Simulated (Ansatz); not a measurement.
## Ta(100) / 3 layers Li(100) / Ta(100): resistance against film thickness

How does the resistance across the layers grow with the film in Ta(100) / 3 layers Li(100) / Ta(100)?

Calculated with Ansatz 0.2.0; Ansatz plane-wave DFT, PBEsol, PAW files; ballistic transport by layer matching (Landauer), zero bias.

### Step 1. Set-up

The cell holds 13 atoms: 10 Ta and 3 Li. Its edges and angles: a = 3.303 Å, b = 3.303 Å, c = 22.581 Å, α = 85.8°, β = 85.8°, γ = 90.0°. It derives from Ta and Li. Regions: lead, 10 atoms (10 Ta); films, 3 atoms (3 Li). The structure is stacked along c, and the current runs across the ab planes.

### Step 2. With 3 layers

The film is laid into the lead at the lead's in-plane lattice, and the cell closes on the lead's own image. The mesh across the current, 22×22, is finer than the density's, because channels open and close sharply across the zone. Energies from -1 to 1 eV in steps of 0.036 eV cover the slope of the Fermi function at 300 K, so the program can form a conductance.

File input.yaml:

```yaml
crystal:
  lattice:
    - [3.30256, 0.0, 0.0]
    - [0.0, 3.30256, 0.0]
    - [1.65128, 1.65128, 22.4599812626]
  atoms:
    - { symbol: Ta, position: [0.9816197531, 0.9816197531, 0.0367604937] }
    - { symbol: Ta, position: [0.4448592594, 0.4448592594, 0.1102814811] }
    - { symbol: Ta, position: [0.9080987657, 0.9080987657, 0.1838024686] }
    - { symbol: Ta, position: [0.371338272, 0.371338272, 0.257323456] }
    - { symbol: Ta, position: [0.8345777783, 0.8345777783, 0.3308444434] }
    - { symbol: Li, position: [0.2941316876, 0.2941316876, 0.4117366248] }
    - { symbol: Li, position: [0.75, 0.75, 0.5] }
    - { symbol: Li, position: [0.2058683124, 0.2058683124, 0.5882633752] }
    - { symbol: Ta, position: [0.6654222217, 0.6654222217, 0.6691555566] }
    - { symbol: Ta, position: [0.128661728, 0.128661728, 0.742676544] }
    - { symbol: Ta, position: [0.5919012343, 0.5919012343, 0.8161975314] }
    - { symbol: Ta, position: [0.0551407406, 0.0551407406, 0.8897185189] }
    - { symbol: Ta, position: [0.5183802469, 0.5183802469, 0.9632395063] }
kpoints:
  mp_grid: { grid: [11, 11, 2] }
hamiltonian:
  xc: pbesol
scf:
  occupations: { method: fermi_dirac, width: 0.1 }
output:
  transmission: { leads: [[0, 1]], kmesh: [22, 22], e_range: [-1.0, 1.0], de: 0.036 }
  write_potential: true
  write_density: true
  volumetric_format: npy
  elf: true
```

On the command line:

```sh
> ansatz run input.yaml --threads 4 --pin off --max-ram 8192MiB --backend cpu --events-out ev --progress --plain --runs-dir out
```

Numbers of over 12 decimals in the logs are rounded to 6 here.

The program printed:

```text
Warning: crystal.symmetry: narrowed to the stabiliser of the k-point mesh — unitary ops 16 → 4; excluded 12 operations that carry a point of the 11×11×2 mesh (shift [0, 0, 0]) off the mesh (the run samples exactly the mesh kpoints.mp_grid names, as under crystal.symmetry.detect: false, and its converged state has the mesh's symmetry, not the crystal's; ε∞, the Born charges and the force constants of a linear response (`dielectric:` by the response, `phonons.method: dfpt`) are averaged over those of the crystal's operations that the state keeps within a tolerance, where `mesh_tensors`, `unaveraged_element` or `gamma_mean_max_change_ev_ang2` stands beside them; [rest of the remark cut]
Engine: ansatz 0.2.0, aarch64-unknown-linux-gnu
Pseudopotentials: kind: paw
Pseudopotential: Ta, paw, valence charge 13, recommended cutoff 420 eV (normal), Ta.paw.azcp
Pseudopotential: Li, paw, valence charge 3, recommended cutoff 420 eV (normal), Li.paw.azcp
Functional definition: PBEsol
  exchange = pbesol_x
  correlation = pbesol_c
Crystal: 13 atoms, lattice volume = 244.969 Å³
Basis set: ecut = 420 eV, 4823 PW (Γ)
Bands: 84, of which v1, the nominal top of the filled ones, is band 70 counted from 1 (69 counted from 0)
Symmetry: 4 space group operations
k-points: 72 of 242
Non-local potential: Ta, projectors of the file, l = 0: 3, l = 1: 2, l = 2: 2, l = 3: 1
Non-local potential: Li, projectors of the file, l = 0: 3, l = 1: 2, l = 2: 1
PAW form: soft (Blöchl's): semilocal exchange-correlation on the pseudo side does not see the compensation charge
PAW frozen core: Ta, regenerated for the run's functional, and the local potential with it (the file was generated under x = pbe(κ = 0.804, μ = 0.219515), c = pbe(β = 0.066725))
PAW one-centre angular grid: Ta, 590 points (default); XC on 64 Gauss nodes
PAW one-centre angular grid: Li, 110 points (default); XC on 64 Gauss nodes
Initial density: superposition of atomic densities (neutral atoms: chi_scale 0, normalization atom), corrected by the library's trained network
Initial wavefunctions: pseudopotential atomic-orbital guess
Functional: x = pbesol(κ = 0.804, μ = 0.123457), c = pbesol(β = 0.046)
SCF iter   1: F=—  HF=-98672.380855 eV  |F-HF|=—  |Δ(HF+E_count)|=         —  Δρ=1.50e-2  dr2=4.09e1  ethr=1.77e-3  ⟨swp⟩=8.5  Hψ=27728  notcnv=0  defer=2
preconditioner: auto → Kerker (q_TF=auto, 2.482 Å⁻¹)  [metal: Δε(μ)=0.005 eV  Ē_g=3.839 eV  σ=0.100 eV  W_gap=0.01  n_scr=64 (ndim 8)  ℏωp=17.3 eV  f_vac=0.000  D(μ)=12.14/eV (n_scr^D=120)]
SCF iter   2: F=—  HF=-98672.064296 eV  |F-HF|=—  |Δ(HF+E_count)|=   3.17e-1  Δρ=6.85e-3  dr2=9.71e0  ethr=1.77e-3  ⟨swp⟩=1.3  Hψ=7010  notcnv=0  defer=3
SCF iter   3: F=—  HF=-98671.967562 eV  |F-HF|=—  |Δ(HF+E_count)|=   9.67e-2  Δρ=2.07e-3  dr2=8.89e-2  ethr=1.77e-3  ⟨swp⟩=1.3  Hψ=6047  notcnv=0  defer=3
SCF iter   4: F=—  HF=-98671.963410 eV  |F-HF|=—  |Δ(HF+E_count)|=   4.15e-3  Δρ=1.17e-3  dr2=1.68e-1  ethr=6.39e-5  ⟨swp⟩=2.0  Hψ=7023  notcnv=0  defer=11
SCF iter   5: F=—  HF=-98671.961971 eV  |F-HF|=—  |Δ(HF+E_count)|=   1.44e-3  Δρ=1.48e-4  dr2=1.14e-4  ethr=6.39e-5  ⟨swp⟩=1.0  Hψ=6078  notcnv=0  defer=12
SCF iter   6: F=—  HF=-98671.961952 eV  |F-HF|=—  |Δ(HF+E_count)|=   1.93e-5  Δρ=6.07e-5  dr2=4.32e-5  ethr=8.17e-8  ⟨swp⟩=2.5  Hψ=10858  notcnv=0  defer=12
SCF iter   7: F=—  HF=-98671.962072 eV  |F-HF|=—  |Δ(HF+E_count)|=   1.20e-4  Δρ=1.40e-5  dr2=1.02e-6  ethr=3.11e-8  ⟨swp⟩=1.9  Hψ=6308  notcnv=0  defer=28
SCF iter   8: F=—  HF=-98671.962072 eV  |F-HF|=—  |Δ(HF+E_count)|=   1.15e-7  Δρ=5.14e-6  dr2=1.07e-6  ethr=7.19e-11  ⟨swp⟩=12.2  Hψ=19347  notcnv=0
SCF iter   9: F=-98671.962072 eV  HF=-98671.962072 eV  |F-HF|=8.08e-8  |Δ(HF+E_count)|=   3.11e-8  Δρ=1.49e-6  dr2=8.65e-8  ethr=7.19e-11  ⟨swp⟩=1.0  Hψ=12370  notcnv=0
SCF 1 converged in 9 iterations: F = -98671.962072 eV  dr2 = 8.65e-8
  greatest PAW one-centre occupation: 1.000 electrons in one spin orbital (limit 2), on the Ta atom at site 9 (counted from 0), in its partial waves of l = 0
transmission: 539 of 5320 steps passed
transmission: 1067 of 5320 steps passed
[...]
transmission: 5320 of 5320 steps passed
SCF converged after 9 iterations
Free energy (F): -98671.962072 eV
Harris-Foulkes:  -98671.962072 eV  (|F-HF|=8.08e-8)
Internal energy: -98671.474862 eV  (E = F + TS)
E sigma→0 (E₀):  -98671.718467 eV
Entropy (-TS):   -0.487210 eV (-37.478 meV/atom)
Fermi energy:    13.823793 eV
--- Per-component energies (eV) ---
  E_band       = -1827.081688
  E_kinetic    = 3715.402240
  E_local      = -30118.743914  (includes V_loc(G=0)·N_el)
  E_nonlocal   = 74.392722
  E_hartree    = 13878.105566
  E_xc         = -2194.466621
  E_vxc        = -2069.980424  (∫ρ·V_xc dr)
  E_paw        = -82782.701109  (= ΣΔE_a)
  E_vpaw       = -1184.418975  (= ΣTr[D̂ρ^β])
  E_aug_tail   = 0.001393  (compensation charges beyond the density's cutoff)
  E_ewald      = -1245.601603
  E_core_change = 2.136465  (= ΣΔE_core)
  E_smearing   = -0.487210  (= −TS)
  E_closure    = 0.000000  (closes the sum)
  Σ components = -98671.962072   (vs F -98671.962072, Δ=0.00e0)
--- Band table (eV; the first three rows and the last of 72) ---
  k-point 0: bands = [... 66 lower, 14.5009, 14.5009, 14.5197, 14.5197, 14.5918, 14.6854, 14.7940, 14.8248, ... 10 higher]
  k-point 1: bands = [... 66 lower, 14.5009, 14.5009, 14.5201, 14.5201, 14.5918, 14.6927, 14.7940, 14.8239, ... 10 higher]
  k-point 2: bands = [... 66 lower, 14.2773, 14.3660, 14.4202, 14.4893, 14.5125, 14.6025, 14.7484, 14.9280, ... 10 higher]
  k-point 71: bands = [... 66 lower, 13.2718, 13.6887, 13.9256, 14.3740, 14.3974, 14.5730, 14.9592, 15.0058, ... 10 higher]
--- Transmission ---
  basis      : 97 plane waves across, 40 finite elements along
  points     : 133, standing for a mesh of 22 x 22
  filling    : by the input's occupations and mesh, since the crystals that have channels conduct as metals do. If one of these is a semiconductor, that mesh has misplaced its level
  energies   : 56 from -1.000000 to 0.980000 eV about the Fermi level, 0.036000 eV apart; the leads are filled to 0.000000 eV, and channels, transmission and decay are at 0.008000 eV
  crystal 0  : Ta1, at the sites [0, 1], period 1.6513 Å, over 16.51 Å; its Hamiltonian steps by up to 27.9 meV: too much for a lead, lay more layers or, if its atoms are ordered, name the step of that order
    offset         : up to 0.0000 Å between an atom of the period and one for which it stands
    filled         : 5.2 meV over the level at which it is neutral
    channels       : 2.551653e0 a spin
    conductance    : 1.8242e15 S/m² at 300 K; may be off by some 0.0 % by where its bands' edges are placed, 3.9 % from the k-mesh, 0.4 % from the distance to neutral
    slowest decay  : 0.0764 /Å at (0.3636, 0.2727)
  junction   : crystal 0 to crystal 0, 0.70 to 21.51 Å
    transmission   : 5.883382e-1 a spin
    conductance    : 4.2446e14 S/m² at 300 K (4.3104e14 on every other point, 4.2274e14 on every other energy)
    error estimate : 0.4 % from the energy spacing and 0.0 % from band edges of the leads and from resonances (wavevectors taken as independent; lower de), 5.8 % from the k-mesh, 19.0 % from the steps of its leads' Hamiltonians or their offsets (lay more layers), 0.6 % from the distance to neutral
    resistance     : 1.8078e-3 Ω µm² beyond half of each lead's own
```

It took 6.1 min on 4 threads of Arm Neoverse V2, shared host; peak memory 1.3 GiB; 22 min of CPU time.

Reading the cycles: dr2 is the Hartree energy of the density residual (eV), the measure of convergence; HF is the Harris–Foulkes estimate of the energy, which meets the free energy F at convergence.

This step gave:

```
free energy                                                                : -98671.9621 eV
energy at zero smearing                                                    : -98671.7185 eV
Fermi energy                                                               : 13.82 eV
cell area                                                                  : 10.91 Å²
step of the lead's potential                                               : 27.9 meV
ballistic conductance of the lead                                          : 1.82e15 S/m²
estimated errors of the lead's conductance                                 : 0, 3.9, 0.4 % (band edges, k-mesh, distance from neutral)
lead conductance per cell                                                  : 2.568 G₀
conductance of the junction                                                : 4.24e14 S/m²
junction conductance per cell                                              : 0.5975 G₀
estimated errors of the junction's conductance                             : 0.4, 0, 5.8, 19, 0.6 % (energy step, band edges, k-mesh, leads' steps, distance from neutral)
area resistance that the stack adds (contact term taken off, spin by spin) : 1.808 fΩ m²
```

Per spin. The transmission, zone mean by energy, zero at the Fermi level:

energy (eV), transmission, zone mean and a bar from the least value:
```
   -1.000      0.261 ###
   -0.892      0.257 ##
   -0.820      0.265 ###
   -0.712      0.274 ###
   -0.640      0.300 #####
   -0.532      0.325 ######
   -0.424      0.387 ##########
   -0.352      0.528 ##################
   -0.244      0.665 ###########################
   -0.136      0.723 ##############################
   -0.064      0.646 #########################
    0.008      0.588 ######################
    0.044      0.567 #####################
    0.116      0.552 ####################
    0.224      0.481 ################
    0.332      0.442 #############
    0.404      0.399 ###########
    0.512      0.341 #######
    0.620      0.239 #
    0.692      0.219 
    0.800      0.275 ###
    0.872      0.312 ######
    0.980      0.339 #######
```

Per spin. Open channels, zone mean, lead against energy, zero at the Fermi level:

```tsv
energy (eV)	open channels, zone mean, lead
-1.000	2.20
-0.928	2.14
-0.856	2.07
-0.784	2.26
-0.712	2.29
-0.676	2.25
-0.604	2.26
-0.532	2.36
-0.460	2.48
-0.388	2.71
-0.316	3.02
-0.244	3.09
-0.172	2.89
-0.100	2.69
-0.028	2.62
0.008	2.55
0.080	2.41
0.152	2.27
0.224	2.11
0.296	2.00
0.368	1.90
0.440	1.80
0.512	1.67
0.584	1.50
0.656	1.30
0.692	1.20
0.764	1.04
0.836	1.01
0.908	0.979
0.980	0.971
```

Transmission over k1 and k2. At 0.0080 eV from the Fermi level.

Ten even steps from '0' (0.00) to '9' (1.53):
```
0014100689989986001410
1146106676666676601641
3466104566666665401664
1111012064434460210111
0000111003666300111000
0064210014555410012460
2665000156414651000566
8876601565202565106678
9966434650000056434669
9966465420000024564669
9866365100000001563668
9966465420000024564669
9966434650000056434669
8876601565202565106678
2665000156414651000566
0064210014555410012460
0000111003666300111000
1111012064434460210111
3466104566666665401664
1146106676666676601641
0014100689989986001410
0013100289999982001310
```
Columns: k1 (b1) from -0.5 to 0.455; rows upwards: k2 (b2) from -0.5 to 0.455.

Open channels over k1 and k2. At 0.0080 eV from the Fermi level.

Ten even steps from '0' (0.00) to '9' (5.00):
```
4444444688888886444444
4444206688898886602444
4442202669999966202244
4422022249999942220224
4400222446666644222004
4462224446666644422264
4666244466666664442666
8886444666666666444688
8889966662222266669988
8889966662222266669988
8899966662222266669998
8889966662222266669988
8889966662222266669988
8886444666666666444688
4666244466666664442666
4462224446666644422264
4400222446666644222004
4422022249999942220224
4442202669999966202244
4444206688898886602444
4444444688888886444444
4444444488888884444444
```
Columns: k1 (b1) from -0.5 to 0.455; rows upwards: k2 (b2) from -0.5 to 0.455.

Valence density in the ca plane at fractional y = 0.055, with atoms of Ta within 0.2 Å of it. It is the smooth field of the valence electrons, not physical close to the nuclei.

Values in e/Å³, 5 rows by 16 columns, each cell a mean:
```
3.3 1.5 0.3 2.1 2.3 0.3 0.6 1.5 0.2 0.1 0.0 0.0 0.1 0.1 0.2 0.3
0.6 0.4 0.3 0.7 0.8 0.3 0.4 0.8 0.2 0.1 0.0 0.0 0.1 0.1 0.2 0.3
0.2 0.2 0.3 0.3 0.3 0.4 0.3 0.2 0.1 0.1 0.0 0.0 0.1 0.1 0.2 0.3
0.8 0.4 0.3 0.3 0.3 0.4 0.3 0.2 0.1 0.1 0.0 0.0 0.1 0.3 0.1 0.4
3.6 1.5 0.3 1.3 1.3 0.3 0.4 0.5 0.1 0.1 0.0 0.0 0.1 0.2 0.1 0.4
```
Columns run along c (16.0 Å, from fractional 0.02 to 0.73 of the cell), rows up along a (3.3 Å).

Electrostatic potential energy in the ca plane at fractional y = 0.055, with atoms of Ta within 0.2 Å of it. With pseudopotentials it is smooth inside the atoms' cores, unlike the true potential.

Ten even steps from '0' (-28 eV) to '9' (16 eV), each cell a mean:
```
00005899620016899853247999999999999999999998
41137999730026999852247999999999999999999999
76678999864458999864457999999999999999998899
99999999988888888887778999999999999999998899
99999989999999877899999999999999999999999999
88899999999999867899999998999999999878999997
64578999988889877899999998899999998657999985
20037999864568888888889999999999998657999985
00005899730037999875578999999999999888999986
```
Columns run along c (16.0 Å, from fractional 0.02 to 0.73 of the cell; values clipped at the 3rd and 97th percentile), rows up along a (3.3 Å).

ELF in the ca plane at fractional y = 0.055, with atoms of Ta within 0.2 Å of it. It is the smooth field of the valence electrons, not physical close to the nuclei.

Ten even steps from '0' (0.02) to '9' (0.71), each cell a mean:
```
97794364389983366347852357775323565323445553
69973464369983466347862357885101478776433455
33333565335643455335642357875101478876432357
53345444443234433433222345566322577665433356
65566423565554222345444321146555653113444555
33345433565664212256665300015666630000356643
34434555433344322356555300015677620240167534
89973465335533433433234310025666620130167524
96794364379973465433422344456555641000266633
```
Columns run along c (16.0 Å, from fractional 0.02 to 0.73 of the cell), rows up along a (3.3 Å).

The lead's potential steps by 28 meV from period to period, which the log calls too much for a lead. The program estimates the junction's conductance to 5.8 % from the k-mesh, 0.6 % from the leads' distance from neutral and 19 % from their steps.

By hand: 1/G − 1/G_lead = 1/0.4245 − 1/1.824 = 1.81 fΩ m² with G in 10¹⁵ S/m².

### Step 3. With 5 layers, k-mesh 11×11×1, film layers 5

The stack now holds 5 film layers; the k-mesh follows the cell, and the energies span -0.27 to 0.27 eV.

System of this step: Ta(100) / 5 layers Li(100) / Ta(100). The cell holds 15 atoms: 10 Ta and 5 Li. Its edges and angles: a = 3.303 Å, b = 3.303 Å, c = 26.528 Å, α = 86.4°, β = 86.4°, γ = 90.0°. It derives from Ta and Li. Regions: lead, 10 atoms (10 Ta); films, 5 atoms (5 Li). The structure is stacked along c, and the current runs across the ab planes.

File input.yaml:

```yaml
crystal:
  lattice:
    - [3.30256, 0.0, 0.0]
    - [0.0, 3.30256, 0.0]
    - [1.65128, 1.65128, 26.424768771]
  atoms:
    - { symbol: Ta, position: [0.984377536, 0.984377536, 0.0312449281] }
    - { symbol: Ta, position: [0.4531326079, 0.4531326079, 0.0937347843] }
    - { symbol: Ta, position: [0.9218876798, 0.9218876798, 0.1562246404] }
    - { symbol: Ta, position: [0.3906427517, 0.3906427517, 0.2187144966] }
    - { symbol: Ta, position: [0.8593978236, 0.8593978236, 0.2812043528] }
    - { symbol: Li, position: [0.3250202876, 0.3250202876, 0.3499594247] }
    - { symbol: Li, position: [0.7875101438, 0.7875101438, 0.4249797124] }
    - { symbol: Li, position: [0.25, 0.25, 0.5] }
    - { symbol: Li, position: [0.7124898562, 0.7124898562, 0.5750202876] }
    - { symbol: Li, position: [0.1749797124, 0.1749797124, 0.6500405753] }
    - { symbol: Ta, position: [0.6406021764, 0.6406021764, 0.7187956472] }
    - { symbol: Ta, position: [0.1093572483, 0.1093572483, 0.7812855034] }
    - { symbol: Ta, position: [0.5781123202, 0.5781123202, 0.8437753596] }
    - { symbol: Ta, position: [0.0468673921, 0.0468673921, 0.9062652157] }
    - { symbol: Ta, position: [0.515622464, 0.515622464, 0.9687550719] }
kpoints:
  mp_grid: { grid: [11, 11, 1] }
hamiltonian:
  xc: pbesol
scf:
  occupations: { method: fermi_dirac, width: 0.1 }
output:
  transmission:
    leads: [[0, 1]]
    kmesh: [22, 22]
    e_range: [-0.27, 0.27]
    de: 0.036
  write_potential: true
  write_density: true
  volumetric_format: npy
```

The program printed:

```text
[...]
Crystal: 15 atoms, lattice volume = 288.212 Å³
Basis set: ecut = 420 eV, 5677 PW (Γ)
Bands: 88, of which v1, the nominal top of the filled ones, is band 73 counted from 1 (72 counted from 0)
Symmetry: 4 space group operations
k-points: 36 of 121
[...]
--- Transmission ---
  basis      : 97 plane waves across, 43 finite elements along
  points     : 133, standing for a mesh of 22 x 22
[...]
filled         : 5.3 meV over the level at which it is neutral
    channels       : 2.526860e0 a spin
[...]
slowest decay  : 0.0797 /Å at (-0.3182, 0.3182)
  junction   : crystal 0 to crystal 0, 0.70 to 25.47 Å
    transmission   : 5.408463e-1 a spin
[...]
resistance     : 2.0296e-3 Ω µm² beyond half of each lead's own
[key lines of the parts left out:]
SCF converged after 10 iterations
Free energy (F): -99077.943427 eV
Fermi energy:    11.869440 eV
```

Wall time 3.8 min (4 threads); peak memory 1.2 GiB; 13 min of CPU time.

Numbers from this step:

```yaml
free_energy: -99077.9434 eV
energy_at_zero_smearing: -99077.6825 eV
fermi_energy: 11.87 eV
step_of_the_lead_s_potential: 27.8 meV
conductance_of_the_junction: 3.88e14 S/m²
junction_conductance_per_cell: 0.5461 G₀
estimated_errors_of_the_junction_s_conductance: 0.3, 0, 7.4, 18.5, 0.6 % (energy step, band edges, k-mesh, leads' steps, distance from neutral)
area_resistance_that_the_stack_adds_contact_term_taken_off_spin_by_spin: 2.030 fΩ m²
```

Per spin. Table of transmission, zone mean by energy, zero at the Fermi level:

```tsv
energy (eV)	transmission, zone mean
-0.270	0.599
-0.234	0.632
-0.198	0.623
-0.162	0.610
-0.126	0.616
-0.090	0.601
-0.054	0.582
-0.018	0.554
0.018	0.541
0.054	0.515
0.090	0.470
0.126	0.441
0.162	0.389
0.198	0.351
0.234	0.317
0.270	0.306
```

The conductance of the junction is 3.9e14 S/m², 8.6 % under the 4.2e14 S/m² of the last finished run, no more than the error estimates, leads' steps apart, of 5.8 and 7.4 % together. The estimate from the leads' steps, 18 %, is larger still.

[end of part 1 of 2]

[Logs are printed without paths, hosts, clocks, repeated set-up lines and the standing remarks that a program may print on its own settings, such as how far it seeks lower states.]

[Hosts, paths, dates, database ids (printed as entryN), source tags and the programs' standing remarks are cut or masked in the printed files.]
